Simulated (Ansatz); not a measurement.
**CdO (Monteponite): projected density of states with r2SCAN+rVV10**

CdO (Monteponite):

```
Cd O
1.0
     0.00000    2.34950    2.34950
     2.34950    0.00000    2.34950
     2.34950    2.34950    0.00000
Cd O
1 1
Direct
  0.00000 0.00000 0.00000
  0.50000 0.50000 0.50000
```

| Quantity | Value |
| --- | --- |
| Program | Ansatz 0.2.0 |
| Task | projected density of states |
| Functional | r2SCAN |
| Dispersion | rVV10 |
| Potentials or basis | Ansatz PAW |
| Cutoff | 500 eV (not typed: the program's choice for these potentials) |
| k mesh | 10 × 10 × 10 |
| Occupations | fixed |
| Spin | no spin polarisation |

The pressure is -1.1 GPa and the band gap on the k mesh is 0.07 eV, indirect (least direct gap 1.45 eV).

Levels at points of the mesh, in eV from the valence-band top:
```tsv
k point	band 9	band 10	band 11	band 12	band 13	band 14	band 15	band 16	band 17	band 18
(0.00, 0.00, 0.00)	-6.57	-6.57	-1.38	-1.38	-1.38	0.07	15.12	17.78	17.78	17.78
(0.00, 0.00, -0.50)	-6.35	-6.35	-3.83	0.00	0.00	5.02	8.03	12.72	12.72	18.53
(0.00, -0.50, -0.50)	-6.22	-5.89	-4.33	-2.35	-2.35	4.60	9.25	11.77	14.28	14.28
```

States per cell in windows of 1 eV (zero at the valence-band top; states under -8 eV left out):
| from (eV) | total | Cd 4d | O 2p | Cd 5s | O 2s |
| --- | --- | --- | --- | --- | --- |
| -8.0 | 4.87 | 4.29 | 0.49 | 0.07 | 0.01 |
| -7.0 | 5.13 | 4.96 | 0.12 | 0.00 | 0.04 |
| -6.0 | 0.00 | 0.00 | 0.00 | 0.00 | 0.00 |
| -5.0 | 0.04 | 0.00 | 0.03 | 0.00 | 0.00 |
| -4.0 | 1.84 | 0.29 | 1.13 | 0.34 | 0.04 |
| -3.0 | 1.04 | 0.07 | 0.86 | 0.05 | 0.01 |
| -2.0 | 1.77 | 0.15 | 1.54 | 0.03 | 0.01 |
| -1.0 | 1.31 | 0.16 | 1.12 | 0.01 | 0.00 |
| 0.0 | 0.01 | 0.00 | 0.00 | 0.01 | 0.00 |
| 1.0 | 0.04 | 0.00 | 0.01 | 0.02 | 0.01 |
| 2.0 | 0.08 | 0.00 | 0.03 | 0.04 | 0.01 |
| 3.0 | 0.16 | 0.00 | 0.05 | 0.08 | 0.02 |
| 4.0 | 0.39 | 0.00 | 0.10 | 0.22 | 0.02 |
| 5.0 | 0.68 | 0.00 | 0.12 | 0.38 | 0.02 |
| 6.0 | 0.64 | 0.00 | 0.11 | 0.38 | 0.00 |
| 7.0 | 0.28 | 0.00 | 0.05 | 0.11 | 0.00 |

Wall time 8.1 s on 1 thread of Arm Neoverse V1 (shared host), peak memory 0.42 GiB.

Caveat: the PAW data sets come from PBE, with cores solved anew for the run's functional, which leaves a small shift of forces and pressure. A k mesh can miss the band edges.
